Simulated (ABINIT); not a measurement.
# PbSe (Clausthalite) (P1) in ABINIT: convergence with nband

Aim: find how far nband must go before the results for PbSe (Clausthalite) settle, at LDA. This setting moves, with any that are tied to it; all else stays.

Program: ABINIT 10.8.3 (patched build). These are calculated values, not measurements. Logs are shortened: lines on timing, memory, paths and dates and some standing lists are left out, and cuts for length are marked. The log counts tension as positive stress, the text compression.

**1. The cell of the first run**

The typed cell holds 2 atoms: a = 4.328 Å, b = 4.328 Å, c = 4.328 Å, α = 60.00°, β = 60.00°, γ = 60.00°.

The cell isn't the ideal one: atoms moved at random, drawn with an rms of 0.05 Å.

**2. With nband 16**

The input, run.abi:

```
pp_dirpath "./"
pseudos "Pb.upf, Se.upf"

acell 3*1.0 Angstrom
rprim
     0.0000000000     3.0606500000     3.0606500000
     3.0606500000     0.0000000000     3.0606500000
     3.0606500000     3.0606500000     0.0000000000
ntypat 2
znucl 82 34
natom 2
typat 1 2
xred
    -0.0022480000    -0.0031650000    -0.0006020000
     0.5030880000     0.4999950000     0.4926990000
chkprim 0
chksymtnons 0
tolsym 1.0e-6

ecut 43.0

kptopt 1
ngkpt 4 4 4
nshiftk 1
shiftk 0.0 0.0 0.0

ixc 7

nband 16
occopt 4
tsmear 0.00183747

nstep 100
tolvrs 1.0e-10

iomode 3
prtwf 0
prtden 0
prteig 0
prtebands 0
```

Potentials or basis: PseudoDojo NC SR LDA v0.4.1 standard.

The run is started by

```sh
$ abinit run.abi > log 2>&1
```

run.abo:

```text
.Version 10.8.3 of ABINIT
 Symmetries : space group P1 (#  1); Bravais aP (primitive triclinic)
================================================================================
 Values of the parameters that define the memory need of the present run
     intxc =       0    ionmov =       0      iscf =       7    lmnmax =       6
     lnmax =       6     mgfft =      50  mpssoang =       3    mqgrid =    3001
     natom =       2  nloc_mem =       1    nspden =       1   nspinor =       1
    nsppol =       1      nsym =       1    n1xccc =    2501    ntypat =       2
    occopt =       4   xclevel =       1
       mpw =        5220          nfft =      125000          nkpt =          36
================================================================================
================================================================================

--------------------------------------------------------------------------------
------------- Echo of variables that govern the present computation ------------
--------------------------------------------------------------------------------
 -outvars: echo values of preprocessed input variables --------
            acell      1.8897261259E+00  1.8897261259E+00  1.8897261259E+00 Bohr
              amu      2.07200000E+02  7.89600000E+01
          chkprim           0
      chksymtnons           0
             ecut      4.30000000E+01 Hartree
              ixc           7
         kptrlatt        4    0    0      0    4    0      0    0    4
          kptrlen      3.27180586E+01
            natom           2
            nband          16
            ngfft          50      50      50
             nkpt          36
            nstep         100
             nsym           1
           ntypat           2
           occopt           4
           prtden           0
        prtebands           0
           prteig           0
[... 147 lines left out ...]
              =  1.000000000000  1.000000000000  1.000000000000 angstroms
 Fermi (or HOMO) energy (hartree) =   0.14892   Average Vxc (hartree)=  -0.38190
 Eigenvalues (hartree) for nkpt=  36  k points:
 kpt#   1, nband= 16, wtk=  0.01563, kpt=  0.0000  0.0000  0.0000 (reduced coord)
  -1.59372   -1.59372   -1.59362   -1.59361   -1.59360   -0.46566   -0.46566   -0.46560
  -0.46560   -0.46559   -0.35256   -0.08852    0.08063    0.08069    0.08071    0.31771
      occupation numbers for kpt#   1
   2.00000    2.00000    2.00000    2.00000    2.00000    2.00000    2.00000    2.00000
   2.00000    2.00000    2.00000    2.00000    2.00000    2.00000    2.00000    0.00000
 prteigrs : prtvol=0 or 1, do not print more k-points.

--- !EnergyTerms
iteration_state     : {dtset: 1, }
comment             : Components of total free energy in Hartree
kinetic             :  1.12757113981848E+02
hartree             :  4.99677385678711E+01
xc                  : -4.35930356932028E+01
Ewald energy        : -1.10674689205066E+02
psp_core            :  5.62214576614333E+00
local_psp           : -1.40394604932869E+02
non_local_psp       : -6.51650882336551E+01
internal            : -1.91480419748932E+02
'-kT*entropy'       :  1.46968473442374E-05
total_energy        : -1.91480405052084E+02
total_energy_eV     : -5.21044726040915E+03
band_energy         : -2.11507018872247E+01
...

 Cartesian components of stress tensor (hartree/bohr^3)
  sigma(1 1)=  7.34731870E-05  sigma(3 2)= -2.93726098E-07
  sigma(2 2)=  7.36954102E-05  sigma(3 1)= -8.52037973E-07
  sigma(3 3)=  7.22299960E-05  sigma(2 1)=  3.41209279E-08

-Cartesian components of stress tensor (GPa)         [Pressure= -2.1516E+00 GPa]
- sigma(1 1)=  2.16165579E+00  sigma(3 2)= -8.64172016E-03
- sigma(2 2)=  2.16819383E+00  sigma(3 1)= -2.50678226E-02
- sigma(3 3)=  2.12507985E+00  sigma(2 1)=  1.00387236E-03

== END DATASET(S) ==============================================================
================================================================================

 -outvars: echo values of variables after computation  --------
            acell      1.8897261259E+00  1.8897261259E+00  1.8897261259E+00 Bohr
           etotal     -1.9148040505E+02
            fcart      4.2242930645E-04  1.5995627415E-04 -1.0335923876E-03
                      -4.2242930645E-04 -1.5995627415E-04  1.0335923876E-03
            rprim      0.0000000000E+00  3.0606500000E+00  3.0606500000E+00
                       3.0606500000E+00  0.0000000000E+00  3.0606500000E+00
                       3.0606500000E+00  3.0606500000E+00  0.0000000000E+00
           strten      7.3473187032E-05  7.3695410212E-05  7.2229995965E-05
                      -2.9372609800E-07 -8.5203797322E-07  3.4120927906E-08
           xangst     -1.1529468550E-02 -8.7228525000E-03 -1.6567298450E-02
                       3.0382888911E+00  3.0477554815E+00  3.0700859839E+00
             xred     -2.2480000000E-03 -3.1650000000E-03 -6.0200000000E-04
                       5.0308800000E-01  4.9999500000E-01  4.9269900000E-01
 Calculation completed.
```

It took 1.8 min on 1 thread of Arm Neoverse V2, shared host; peak memory 0.12 GiB.

Results:

* Free energy: -5210.4473 eV
* Pressure: -2.2 GPa
* Largest force: 0.058 eV/Å
* Band gap on the k mesh: 0.20 eV, direct
* Valence electrons inside the program's atomic spheres: Pb 10.05; Se 13.22

**3. With nband 17**

run.abi, as its differences from that of step 2:

```diff
@@ -28,3 +28,3 @@
 
-nband 16
+nband 17
 occopt 4
```

Potentials or basis: PseudoDojo NC SR LDA v0.4.1 standard.

The run is started by

```sh
$ abinit run.abi > log 2>&1
```

Run time: 1.8 min. Hardware: 1 thread of Arm Neoverse V2, shared host; peak memory 0.12 GiB.

The run converged. Its results:

- Free energy: -5210.4473 eV
- Pressure: -2.2 GPa
- Largest force: 0.058 eV/Å
- Band gap on the k mesh: 0.20 eV, direct
- Valence electrons inside the program's atomic spheres: Pb 10.05; Se 13.22

**4. With nband 18**

run.abi, as its differences from that of step 3:

```diff
@@ -28,3 +28,3 @@
 
-nband 17
+nband 18
 occopt 4
```

The run is started by

```sh
$ abinit run.abi > log 2>&1
```

Run time: 1.9 min. Hardware: 1 thread of Arm Neoverse V2, shared host; peak memory 0.12 GiB.

It converged, with:

```
Free energy                                           : -5210.4473 eV
Pressure                                              : -2.2 GPa
Largest force                                         : 0.058 eV/Å
Band gap on the k mesh                                : 0.20 eV, direct
Valence electrons inside the program's atomic spheres : Pb 10.05; Se 13.22
```

**5. With nband 19**

run.abi, as its differences from that of step 4:

```diff
@@ -28,3 +28,3 @@
 
-nband 18
+nband 19
 occopt 4
```

The run is started by

```sh
$ abinit run.abi > log 2>&1
```

Wall time 2 min (1 thread of Arm Neoverse V2, shared host); peak memory 0.12 GiB.

The run converged. Its results:

| Quantity | Value |
| --- | --- |
| Free energy | -5210.4473 eV |
| Pressure | -2.2 GPa |
| Largest force | 0.058 eV/Å |
| Band gap on the k mesh | 0.20 eV, direct |
| Valence electrons inside the program's atomic spheres | Pb 10.05; Se 13.22 |

**6. With nband 20**

run.abi, as its differences from that of step 5:

```diff
@@ -28,3 +28,3 @@
 
-nband 19
+nband 20
 occopt 4
```

Potentials or basis: PseudoDojo NC SR LDA v0.4.1 standard.

The run is started by

```sh
$ abinit run.abi > log 2>&1
```

Run time: 1.9 min. Hardware: 1 thread of Arm Neoverse V2, shared host; peak memory 0.13 GiB.

It converged, with:

```
Free energy                                           : -5210.4473 eV
Pressure                                              : -2.2 GPa
Largest force                                         : 0.058 eV/Å
Band gap on the k mesh                                : 0.20 eV, direct
Valence electrons inside the program's atomic spheres : Pb 10.05; Se 13.22
```

**7. With nband 23**

run.abi, as its differences from that of step 6:

```diff
@@ -28,3 +28,3 @@
 
-nband 20
+nband 23
 occopt 4
```

The run is started by

```sh
$ abinit run.abi > log 2>&1
```

Run time: 2.3 min. Hardware: 1 thread of Arm Neoverse V2, shared host; peak memory 0.13 GiB.

Results (log left out):

```
Free energy                                           : -5210.4473 eV
Pressure                                              : -2.2 GPa
Largest force                                         : 0.058 eV/Å
Band gap on the k mesh                                : 0.20 eV, direct
Valence electrons inside the program's atomic spheres : Pb 10.05; Se 13.22
```

**8. With nband 29**

run.abi, as its differences from that of step 7:

```diff
@@ -28,3 +28,3 @@
 
-nband 23
+nband 29
 occopt 4
```

The run is started by

```sh
$ abinit run.abi > log 2>&1
```

It took 3 min on 1 thread of Arm Neoverse V2, shared host; peak memory 0.15 GiB.

Results (log left out):

- Free energy: -5210.4473 eV
- Pressure: -2.2 GPa
- Largest force: 0.058 eV/Å
- Band gap on the k mesh: 0.20 eV, direct
- Valence electrons inside the program's atomic spheres: Pb 10.05; Se 13.22

**9. Summary**

| nband | energy less the tightest run (meV/atom) | SCF cycles | CPU time (s) | peak memory (GiB) |
| --- | --- | --- | --- | --- |
| 16 | 0.00 | 13 | 110 | 0.12 |
| 17 | 0.00 | 12 | 110 | 0.12 |
| 18 | 0.00 | 12 | 110 | 0.12 |
| 19 | 0.00 | 12 | 120 | 0.12 |
| 20 | 0.00 | 11 | 120 | 0.13 |
| 23 | 0.00 | 11 | 140 | 0.13 |
| 29 | 0.00 | 11 | 180 | 0.15 |

Against the tightest run, the energy stays within 1 meV/atom from 16 on. The tightest run that finished is the yardstick and may itself not be fully converged.

Caveats: all runs use coarse meshes; spin-orbit coupling is left out, which as a rule narrows the gap of such compounds by several tenths of an eV.
